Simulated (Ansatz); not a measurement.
**Property card for PbI₂**

Computed with DFT PBE, scalar-relativistic, plane waves, PAW in Ansatz.

Plane waves to 420 eV, a k mesh through Γ of 6×6×4 on the computed 3-atom cell and Gaussian smearing (0.02 eV); no spin polarisation.

The structure is relaxed at this level of theory with its symmetry kept.

Symmetry: P-3m1, No. 164, trigonal system. Conventional cell: a = 4.679 Å, b = 4.679 Å, c = 7.690 Å, α = 90.00°, β = 90.00°, γ = 120.00°. Pb (site symmetry -3m) has 6 I at 3.28 Å as nearest neighbours. I (site symmetry 3m) has 3 Pb at 3.28 Å as nearest neighbours.

| Property | Result |
| --- | --- |
| Volume per atom | 48.59 Å³ |
| Formation energy from the elements' standard states (uncorrected) | -0.674 eV/atom |
| Kohn–Sham band gap | 2.42 eV |
| Löwdin character of the top 1 eV of the valence band | I 5p 94 % |
| Löwdin character of the lowest 1 eV of the conduction band | Pb 6p 75 %, I 5p 17 %, unprojected 4 % |
| Bader charges (e) | Pb (1 in the cell) 0.95, I (2 in the cell) -0.48 |

Spin-orbit coupling is left out, which matters for the bands of heavy elements. The cell holds layers, and where no dispersion correction was added their binding is poorly described.